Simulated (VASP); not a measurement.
TiO2 (Rutile):

```xyz
6
Lattice="4.5922 0.0000 0.0000 0.0000 4.5922 0.0000 0.0000 0.0000 2.9574" Properties=species:S:1:pos:R:3 pbc="T T T"
Ti    0.0000    0.0000    0.0000
Ti    2.2961    2.2961    1.4787
O     1.4004    1.4004    0.0000
O     0.8957    3.6965    1.4787
O     3.1918    3.1918    0.0000
O     3.6965    0.8957    1.4787
```

Base run:

```yaml
Program: VASP 6.6.1
Functional: PBE
Potentials_or_basis: VASP PAW PBE potentials, release 64 (Ti_sv, O)
Cutoff: 520 eV
k_mesh: 5 × 5 × 8
Occupations: fermi-dirac, width 0.02 eV
Spin: no spin polarisation
```

Its results: band gap on the k mesh 1.87 eV, direct; pressure 6.1 GPa; largest force 0.126 eV/Å.

The run is repeated on the same cell with these changes: functional from PBE to HSE06; k mesh from 5 × 5 × 8 to 4 × 4 × 6. What comes out?

Band gap on the k mesh 3.39 eV, direct; pressure -2.0 GPa; largest force 0.065 eV/Å.

Several settings changed at once, so the effect can't be laid on one alone.

Caveats: an odd mesh through Γ misses points on the zone boundary, where band edges often lie (some runs); the PAW data sets were made with another functional, which shifts forces and pressure a little (some runs).

Not every run made on this cell is shown here.
